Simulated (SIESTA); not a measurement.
The system is Ni.

```
Ni
1.0
     2.44802    0.00000    0.00000
    -1.22401    2.12005    0.00000
     0.00000    0.00000    4.07281
Ni
2
Cartesian
  1.2240 0.7067 3.0546
  0.0000 1.4134 1.0182
```

This isn't the form of Ni at room conditions, which is fcc.

Base run:

| Property | Result |
| --- | --- |
| Program | SIESTA 5.4.2 |
| Functional | PBE |
| Potentials or basis | PseudoDojo 0.4 standard (PBE files) |
| Basis | DZP (energy shift 0.003 Ry; two zetas on semicore shells) |
| Grid cutoff | 800 Ry |
| Energy shift | 0.003 Ry |
| k mesh | 12 × 12 × 7 |
| Occupations | fermi-dirac, width 0.05 eV |
| Spin | collinear spin, ferromagnetic start |
| Starting moments | [1.0, 1.0] μB |
| Fixed moment | 1 μB |

Its results: pressure 6.2 GPa; site moments Ni +0.50 μB.

Task: The run is repeated on the same cell with these changes: fixed moment from 1 μB to 2 μB. What comes out?

Result: Pressure 10.0 GPa; site moments Ni +1.00 μB.

Caveats: short orbitals over semicore shells can move pressures by several GPa; the basis of atomic orbitals isn't converged, which shifts pressures, moduli and gaps; the total moment is fixed, so each spin has its own Fermi level.
